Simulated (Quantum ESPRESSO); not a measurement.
# C (Fd-3m) in Quantum ESPRESSO: convergence with wavefunction cutoff

Aim: find how far wavefunction cutoff must go before the results for C settle, at PBE. This setting moves, with any that are tied to it; all else stays.

Everything below comes from runs of Quantum ESPRESSO 7.5. Logs are shortened: lines on timing, memory, paths and dates and some standing lists are left out, and cuts for length are marked.

## Step 1: Starting point

It takes space group Fd-3m (No. 227, cubic). Conventional cell: a = 3.567 Å, b = 3.567 Å, c = 3.567 Å, α = 90.00°, β = 90.00°, γ = 90.00°. Around C (site symmetry -43m) lie 4 C at 1.54 Å.

This isn't the form of C at room conditions, which is graphite.

## Step 2: With wavefunction cutoff 18 Ry

The input, pw.in:

```
&CONTROL
  calculation = 'scf'
  prefix = 'pwscf'
  outdir = './tmp'
  pseudo_dir = './pseudo'
  tprnfor = .true.
  tstress = .true.
  disk_io = 'nowf'
/
&SYSTEM
  ibrav = 0
  nat = 2
  ntyp = 1
  ecutwfc = 18
  ecutrho = 360
  nbnd = 9
  occupations = 'smearing'
  smearing = 'mv'
  degauss = 0.00734986
/
&ELECTRONS
  conv_thr = 4d-10
  electron_maxstep = 120
  mixing_beta = 0.5
/
ATOMIC_SPECIES
C     12.0110 c_pbe_v1.2.uspp.F.UPF
CELL_PARAMETERS angstrom
   0.0000000000    1.7833700000    1.7833700000
   1.7833700000    0.0000000000    1.7833700000
   1.7833700000    1.7833700000    0.0000000000
ATOMIC_POSITIONS crystal
C      0.7500000000    0.7500000000    0.7500000000
C      0.5000000000    0.5000000000    0.5000000000
K_POINTS automatic
13 13 13 0 0 0
```

Potentials or basis: GBRV 1.5 PBE.

Started as:

```sh
$ OMP_NUM_THREADS=1 pw.x -in pw.in > pw.out
```

It took 1.5 s on 1 thread of Intel Xeon at 2.70GHz, shared host; peak memory 0.04 GiB.

Results:

| Quantity | Value |
| --- | --- |
| Free energy | -311.8063 eV |
| Pressure | -31.8 GPa |
| Band gap on the k mesh | 4.22 eV, indirect (least direct gap 5.73 eV) |

## Step 3: With wavefunction cutoff 22 Ry

Edit pw.in of step 2 so:

```diff
@@ -13,3 +13,3 @@
   ntyp = 1
-  ecutwfc = 18
+  ecutwfc = 22
   ecutrho = 360
```

Potentials or basis: GBRV 1.5 PBE.

Started as:

```sh
$ OMP_NUM_THREADS=1 pw.x -in pw.in > pw.out
```

It took 2 s on 1 thread of Intel Xeon at 2.70GHz, shared host; peak memory 0.05 GiB.

What came out:

* Free energy: -312.3002 eV
* Pressure: -6.4 GPa
* Band gap on the k mesh: 4.15 eV, indirect (least direct gap 5.59 eV)

## Step 4: With wavefunction cutoff 27 Ry

Edit pw.in of step 3 so:

```diff
@@ -13,3 +13,3 @@
   ntyp = 1
-  ecutwfc = 22
+  ecutwfc = 27
   ecutrho = 360
```

Started as:

```sh
$ OMP_NUM_THREADS=1 pw.x -in pw.in > pw.out
```

It took 1.5 s on 1 thread of Intel Xeon at 2.70GHz, shared host; peak memory 0.05 GiB.

What came out:

```yaml
Free_energy: -312.3850 eV
Pressure: 1.3 GPa
Band_gap_on_the_k_mesh: 4.16 eV, indirect (least direct gap 5.59 eV)
```

## Step 5: With wavefunction cutoff 31 Ry

Edit pw.in of step 4 so:

```diff
@@ -13,3 +13,3 @@
   ntyp = 1
-  ecutwfc = 27
+  ecutwfc = 31
   ecutrho = 360
```

Started as:

```sh
$ OMP_NUM_THREADS=1 pw.x -in pw.in > pw.out
```

Run time: 3.1 s. Hardware: 1 thread of Intel Xeon at 2.70GHz, shared host; peak memory 0.05 GiB.

Results:

```
Free energy            : -312.3908 eV
Pressure               : 2.2 GPa
Band gap on the k mesh : 4.16 eV, indirect (least direct gap 5.59 eV)
```

## Step 6: With wavefunction cutoff 36 Ry

Edit pw.in of step 5 so:

```diff
@@ -13,3 +13,3 @@
   ntyp = 1
-  ecutwfc = 31
+  ecutwfc = 36
   ecutrho = 360
```

Potentials or basis: GBRV 1.5 PBE.

Started as:

```sh
$ OMP_NUM_THREADS=1 pw.x -in pw.in > pw.out
```

Run time: 2.4 s. Hardware: 1 thread of Intel Xeon at 2.70GHz, shared host; peak memory 0.05 GiB.

Results (log left out):

```
Free energy            : -312.3966 eV
Pressure               : 1.6 GPa
Band gap on the k mesh : 4.16 eV, indirect (least direct gap 5.59 eV)
```

## Step 7: With wavefunction cutoff 40 Ry

Edit pw.in of step 6 so:

```diff
@@ -13,3 +13,3 @@
   ntyp = 1
-  ecutwfc = 36
+  ecutwfc = 40
   ecutrho = 360
```

Started as:

```sh
$ OMP_NUM_THREADS=1 pw.x -in pw.in > pw.out
```

It took 2.6 s on 1 thread of Intel Xeon at 2.70GHz, shared host; peak memory 0.05 GiB.

It converged, with:

| Property | Result |
| --- | --- |
| Free energy | -312.4032 eV |
| Pressure | 1.4 GPa |
| Band gap on the k mesh | 4.16 eV, indirect (least direct gap 5.59 eV) |

## Step 8: With wavefunction cutoff 45 Ry

Edit pw.in of step 7 so:

```diff
@@ -13,3 +13,3 @@
   ntyp = 1
-  ecutwfc = 40
+  ecutwfc = 45
   ecutrho = 360
```

Started as:

```sh
$ OMP_NUM_THREADS=1 pw.x -in pw.in > pw.out
```

It took 4.3 s on 1 thread of Intel Xeon at 2.70GHz, shared host; peak memory 0.05 GiB.

The run converged. Its results:

```yaml
Free_energy: -312.4088 eV
Pressure: 1.5 GPa
Band_gap_on_the_k_mesh: 4.16 eV, indirect (least direct gap 5.59 eV)
```

## Step 9: With wavefunction cutoff 54 Ry

Edit pw.in of step 8 so:

```diff
@@ -13,4 +13,4 @@
   ntyp = 1
-  ecutwfc = 45
-  ecutrho = 360
+  ecutwfc = 54
+  ecutrho = 432
   nbnd = 9
```

Potentials or basis: GBRV 1.5 PBE.

Started as:

```sh
$ OMP_NUM_THREADS=1 pw.x -in pw.in > pw.out
```

Run time: 7.3 s. Hardware: 1 thread of Intel Xeon at 2.70GHz, shared host; peak memory 0.05 GiB.

Results (log left out):

```yaml
Free_energy: -312.4113 eV
Pressure: 1.8 GPa
Band_gap_on_the_k_mesh: 4.16 eV, indirect (least direct gap 5.59 eV)
```

## Step 10: With wavefunction cutoff 68 Ry

Edit pw.in of step 9 so:

```diff
@@ -13,4 +13,4 @@
   ntyp = 1
-  ecutwfc = 54
-  ecutrho = 432
+  ecutwfc = 68
+  ecutrho = 544
   nbnd = 9
```

Potentials or basis: GBRV 1.5 PBE.

Started as:

```sh
$ OMP_NUM_THREADS=1 pw.x -in pw.in > pw.out
```

pw.out:

```text
This program is part of the open-source Quantum ESPRESSO suite
     for quantum simulation of materials; please cite
         "P. Giannozzi et al., J. Phys.:Condens. Matter 21 395502 (2009);
         "P. Giannozzi et al., J. Phys.:Condens. Matter 29 465901 (2017);
         "P. Giannozzi et al., J. Chem. Phys. 152 154105 (2020);
     in publications or presentations arising from this work. More details at

     Message from routine setup:
     using ibrav=0 with symmetry is DISCOURAGED, use correct ibrav instead

     G-vector sticks info
     --------------------
     sticks:   dense  smooth     PW     G-vecs:    dense   smooth      PW
     Sum         847     433    139                16361     5817    1067

     Using Slab Decomposition

     bravais-lattice index     =            0
     lattice parameter (alat)  =       4.7660  a.u.
     unit-cell volume          =      76.5510 (a.u.)^3
     number of atoms/cell      =            2
     number of atomic types    =            1
     number of electrons       =         8.00
     number of Kohn-Sham states=            9
     kinetic-energy cutoff     =      68.0000  Ry
     charge density cutoff     =     544.0000  Ry
     scf convergence threshold =      4.0E-10
     mixing beta               =       0.5000
     number of iterations used =            8  plain     mixing
     Exchange-correlation= SLA  PW   PBE  PBE
                           (   1   4   3   4   0   0   0)

     celldm(1)=   4.766014  celldm(2)=   0.000000  celldm(3)=   0.000000
     celldm(4)=   0.000000  celldm(5)=   0.000000  celldm(6)=   0.000000

     crystal axes: (cart. coord. in units of alat)
               a(1) = (   0.000000   0.707107   0.707107 )
               a(2) = (   0.707107   0.000000   0.707107 )
               a(3) = (   0.707107   0.707107   0.000000 )

     reciprocal axes: (cart. coord. in units 2 pi/alat)
               b(1) = ( -0.707107  0.707107  0.707107 )
               b(2) = (  0.707107 -0.707107  0.707107 )
               b(3) = (  0.707107  0.707107 -0.707107 )

     PseudoPot. # 1 for C  read from file:
     c_pbe_v1.2.uspp.F.UPF
     Pseudo is Ultrasoft + core correction, Zval =  4.0
     Generated by new atomic code, or converted to UPF format
     Using radial grid of  721 points,  4 beta functions with:
                l(1) =   0
                l(2) =   0
                l(3) =   1
                l(4) =   1
     Q(r) pseudized with  8 coefficients,  rinner =    1.100   1.100   1.100

     atomic species   valence    mass     pseudopotential
     C                 4.00    12.01100     C ( 1.00)

     48 Sym. Ops., with inversion, found (24 have fractional translation)

   Cartesian axes

     site n.     atom                  positions (alat units)
         1        C      tau(   1) = (   1.0606602   1.0606602   1.0606602  )
         2        C      tau(   2) = (   0.7071068   0.7071068   0.7071068  )

     number of k points=    84  Marzari-Vanderbilt smearing, width (Ry)=  0.0073
                       cart. coord. in units 2pi/alat
        k(    1) = (   0.0000000   0.0000000   0.0000000), wk =   0.0009103
        k(    2) = (   0.0543928   0.0543928  -0.0543928), wk =   0.0072827
        k(    3) = (   0.1087857   0.1087857  -0.1087857), wk =   0.0072827
        k(    4) = (   0.1631785   0.1631785  -0.1631785), wk =   0.0072827
        k(    5) = (   0.2175713   0.2175713  -0.2175713), wk =   0.0072827
        k(    6) = (   0.2719641   0.2719641  -0.2719641), wk =   0.0072827
[... 76 lines left out ...]
        k(   83) = (   0.0000000  -0.4351426   0.6527140), wk =   0.0218480
        k(   84) = (  -0.0543928  -0.3807498   0.7071068), wk =   0.0218480

     Dense  grid:    16361 G-vectors     FFT dimensions: (  36,  36,  36)

     Smooth grid:     5817 G-vectors     FFT dimensions: (  32,  32,  32)

     Initial potential from superposition of free atoms

     starting charge       7.9999, renormalised to       8.0000
     Starting wfcs are    8 randomized atomic wfcs +    1 random wfcs

     Self-consistent Calculation

     iteration #  1     ecut=    68.00 Ry     beta= 0.50
     Davidson diagonalization with overlap
     ethr =  1.00E-02,  avg # of iterations =  4.0

     total energy              =     -22.96241080 Ry
     estimated scf accuracy    <       0.11627474 Ry

     iteration #  2     ecut=    68.00 Ry     beta= 0.50
     Davidson diagonalization with overlap
     ethr =  1.45E-03,  avg # of iterations =  1.2

     total energy              =     -22.96058606 Ry
     estimated scf accuracy    <       0.01684853 Ry

     iteration #  3     ecut=    68.00 Ry     beta= 0.50
     Davidson diagonalization with overlap
     ethr =  2.11E-04,  avg # of iterations =  1.8

     total energy              =     -22.96200978 Ry
     estimated scf accuracy    <       0.00016852 Ry

     iteration #  4     ecut=    68.00 Ry     beta= 0.50
     Davidson diagonalization with overlap
     ethr =  2.11E-06,  avg # of iterations =  4.2

     total energy              =     -22.96203869 Ry
     estimated scf accuracy    <       0.00000082 Ry

     iteration #  5     ecut=    68.00 Ry     beta= 0.50
     Davidson diagonalization with overlap
     ethr =  1.03E-08,  avg # of iterations =  2.7

     total energy              =     -22.96203927 Ry
     estimated scf accuracy    <       0.00000007 Ry

     iteration #  6     ecut=    68.00 Ry     beta= 0.50
     Davidson diagonalization with overlap
     ethr =  8.95E-10,  avg # of iterations =  1.9

     total energy              =     -22.96203929 Ry
     estimated scf accuracy    <          7.3E-09 Ry

     iteration #  7     ecut=    68.00 Ry     beta= 0.50
     Davidson diagonalization with overlap
     ethr =  9.06E-11,  avg # of iterations =  2.0

     End of self-consistent calculation

          k = 0.0000 0.0000 0.0000 (   725 PWs)   bands (ev):

    -8.1071  13.3442  13.3442  13.3442  18.9368  18.9368  18.9368  26.7140
    32.6589

          k = 0.0544 0.0544-0.0544 (   731 PWs)   bands (ev):

    -7.9434  12.2809  13.0657  13.0657  19.3015  19.3015  19.5660  26.8518
    32.9330

          k = 0.1088 0.1088-0.1088 (   712 PWs)   bands (ev):

    -7.4540  10.0161  12.4373  12.4373  20.1284  20.1284  20.5963  27.2524
    33.5425

          k = 0.1632 0.1632-0.1632 (   727 PWs)   bands (ev):

    -6.6446   7.4188  11.7562  11.7562  20.9648  20.9648  21.3661  27.8373
    34.0045

          k = 0.2176 0.2176-0.2176 (   742 PWs)   bands (ev):

    -5.5290   4.8208  11.1804  11.1804  21.5166  21.5166  21.8351  28.4331
    34.2179

          k = 0.2720 0.2720-0.2720 (   739 PWs)   bands (ev):

    -4.1445   2.3953  10.7764  10.7764  21.7498  21.7498  22.0949  28.8471
    34.5770

          k = 0.3264 0.3264-0.3264 (   724 PWs)   bands (ev):

    -2.6878   0.4043  10.5702  10.5702  21.8053  21.8053  22.2115  29.0219
    35.1175

          k = 0.1088-0.0000 0.0000 (   729 PWs)   bands (ev):

    -7.8889  12.5491  12.5491  12.8197  18.7697  19.9192  19.9192  26.8260
    33.0351

          k = 0.1632 0.0544-0.0544 (   719 PWs)   bands (ev):

    -7.5081  10.7820  11.8185  12.5362  19.0209  20.8869  20.9202  26.9217
    33.5698
[... 346 lines left out ...]
          k =-0.1088-0.4351 0.6527 (   720 PWs)   bands (ev):

    -0.6693   2.6152   5.1243   6.7135  21.5258  23.7231  25.5168  28.3649
    33.0096

          k =-0.0544-0.3807 0.5983 (   722 PWs)   bands (ev):

    -0.0239   2.0042   4.6270   6.8801  21.9481  24.4826  26.4728  26.9561
    32.2241

          k = 0.0000-0.3264 0.5439 (   722 PWs)   bands (ev):

    -1.1832   3.0712   4.6762   7.5132  22.4554  23.4287  25.7483  28.0900
    31.9741

          k =-0.0544-0.4895 0.7071 (   725 PWs)   bands (ev):

     0.0106   2.1179   5.5830   5.9696  20.8863  21.5134  27.4409  28.7676
    34.6440

          k = 0.0000-0.4351 0.6527 (   721 PWs)   bands (ev):

     0.9019   1.5566   4.5878   6.1479  21.4920  23.5923  26.8050  27.3792
    33.7387

          k =-0.0544-0.3807 0.7071 (   724 PWs)   bands (ev):

     0.5861   2.0342   4.7024   5.6808  23.5496  23.6339  25.4459  26.7398
    33.7264

     the Fermi energy is    14.0721 ev

!    total energy              =     -22.96203930 Ry
     estimated scf accuracy    <          9.3E-11 Ry
     smearing contrib. (-TS)   =       0.00000000 Ry
     internal energy E=F+TS    =     -22.96203930 Ry

     The total energy is F=E-TS. E is the sum of the following terms:
     one-electron contribution =       8.05125216 Ry
     hartree contribution      =       1.93323806 Ry
     xc contribution           =      -7.37184102 Ry
     ewald contribution        =     -25.57468850 Ry

     convergence has been achieved in   7 iterations

     Forces acting on atoms (cartesian axes, Ry/au):

     atom    1 type  1   force =    -0.00000000   -0.00000000    0.00000000
     atom    2 type  1   force =     0.00000000    0.00000000   -0.00000000

     Total force =     0.000000     Total SCF correction =     0.000000

     Computing stress (Cartesian axis) and pressure

          total   stress  (Ry/bohr**3)                   (kbar)     P=       15.31
   0.00010406   0.00000000   0.00000000           15.31        0.00        0.00
   0.00000000   0.00010406   0.00000000            0.00       15.31        0.00
   0.00000000   0.00000000   0.00010406            0.00        0.00       15.31

=------------------------------------------------------------------------------=
   JOB DONE.
=------------------------------------------------------------------------------=
```

Wall time 6.6 s (1 thread of Intel Xeon at 2.70GHz, shared host); peak memory 0.05 GiB.

Results:

```
Free energy            : -312.4145 eV
Pressure               : 1.5 GPa
Band gap on the k mesh : 4.16 eV, indirect (least direct gap 5.59 eV)
```

## Step 11: Summary

```
wavefunction cutoff  energy less the tightest run, at zero smearing (meV/atom)  pressure (GPa)  gap on the mesh (eV)  SCF cycles  CPU time (s)  peak memory (GiB)
              18 Ry                                                     304.07          -31.76                 4.222           7           1.5               0.04
              22 Ry                                                      57.11           -6.36                 4.150           7             2               0.05
              27 Ry                                                      14.73            1.30                 4.161           6           1.5               0.05
              31 Ry                                                      11.84            2.19                 4.161           6           3.1               0.05
              36 Ry                                                       8.95            1.59                 4.159           7           2.4               0.05
              40 Ry                                                       5.62            1.39                 4.161           7           2.6               0.05
              45 Ry                                                       2.81            1.53                 4.161           7           4.3               0.05
              54 Ry                                                       1.57            1.84                 4.162           7           7.3               0.05
              68 Ry                                                       0.00            1.53                 4.162           7           6.6               0.05
```

Against the tightest run, the gap on the mesh stays within 0.01 eV from 27 Ry on. Not settled before the last step: the energy (to 1 meV/atom), the pressure (to 0.1 GPa). The tightest run that finished is the yardstick and may itself not be fully converged.

Caveats: this smearing can shift energies of a crystal with a gap; an odd mesh through Γ misses points on the zone boundary, where band edges often lie.
